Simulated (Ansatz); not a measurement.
Results of PBE (plane waves, PAW; Ansatz, a program for electronic structure) for chalcopyrite CuInS2.

Settings: plane-wave cutoff 520 eV, 10×10×10 k mesh, Fermi–Dirac smearing 0.01 eV, no spin polarisation, scalar-relativistic PAW data made under PBE.

Computed points:

```tsv
V (Å³/atom)	E − E_lowest (meV/atom)
20.962	7.66
21.398	1.84
21.835	0.00
22.272	1.69
22.709	6.51
```

Q: Fit the third-order Birch–Murnaghan equation and give B0 and B′.

A: V0 = 21.836 Å³/atom, B0 = 64.7 GPa, B′ = 4.9 (fit to the energies at full precision).

Shape and atoms are relaxed at each volume.

Note: this level leaves the solid without a gap, although one is measured.

Spin–orbit coupling is not included.

Static lattice: no zero-point or thermal effects.
